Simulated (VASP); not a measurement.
C: single point with PBEsol

The system is C.

```
C
1.0
     0.00000    1.77745    1.77745
     1.77745    0.00000    1.77745
     1.77745    1.77745    0.00000
C
2
Direct
  0.50000 0.50000 0.50000
  0.75000 0.75000 0.75000
```

This isn't the form of C at room conditions, which is graphite.

```
Program                : VASP 6.6.1
Task                   : single point
Functional             : PBEsol
Potentials or basis    : VASP PAW PBE potentials, release 64 (C)
Cutoff                 : 520 eV
k mesh                 : 12 × 12 × 12
Occupations            : gaussian, width 0.5 eV
Spin                   : no spin polarisation
Further INCAR settings : ALGO = Normal; EDIFF = 1e-06
```

```
Pressure               : 0.7 GPa
Band gap on the k mesh : 4.06 eV, indirect (least direct gap 5.57 eV)
```

Levels at points of the mesh, in eV from the valence-band top:
```tsv
k point	band 1	band 2	band 3	band 4	band 5	band 6	band 7	band 8
(0.00, 0.00, 0.00)	-21.66	0.00	0.00	0.00	5.57	5.57	5.57	13.60
(0.50, 0.00, 0.00)	-15.77	-13.58	-2.84	-2.84	8.43	8.43	8.98	15.58
(0.50, 0.50, 0.00)	-12.85	-12.85	-6.40	-6.40	4.62	4.62	16.94	16.94
```

It used 6.2 s of CPU time on 1 thread of Intel(R) Xeon(R) Platinum 8488C (Sapphire Rapids), with other jobs on the host, which was overloaded at the time.

Caveat: the PAW data sets were made with another functional, which shifts forces and pressure a little. A k mesh can miss the band edges.
